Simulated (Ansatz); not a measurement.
**Ba under changes of volume**

One of the cells (62.989 Å³/atom); the others are scaled copies at fixed shape and fractional positions:

```
Ba
1.0
    -2.50650    2.50650    2.50650
     2.50650   -2.50650    2.50650
     2.50650    2.50650   -2.50650
Ba
1
Direct
  0.00000 0.00000 0.00000
```

- Program: Ansatz 0.2.0
- Functional: LDA
- Potentials or basis: all-electron LAPW, scalar-relativistic
- Cutoff: 74 eV (chosen from the basis error)
- Basis error allowed: 0.001 eV/atom
- k mesh: 8 × 8 × 8
- Occupations: fermi-dirac, width 0.05 eV
- Spin: no spin polarisation

```tsv
volume (Å³/atom)	energy over the lowest point (meV/atom)	pressure (GPa)
59.209	0.00	-0.9
60.469	7.76	-1.1
61.729	16.80	-1.2
62.989	?	?
64.249	38.18	-1.5
65.508	50.32	-1.6
66.768	63.27	-1.7
```

Task: What does the run at 62.989 Å³/atom give?

Result: Energy over the lowest point 26.97 meV/atom; pressure -1.3 GPa.

Worked out: A Birch-Murnaghan fit of order 3 (a polynomial in V^(-2/3)) to the other rows has no minimum within the range. It gives 26.98 meV/atom at 62.989 Å³/atom, against the run's 26.97, and -dE/dV = -1.4 GPa, against -1.3.

Energies are extrapolated to zero smearing.
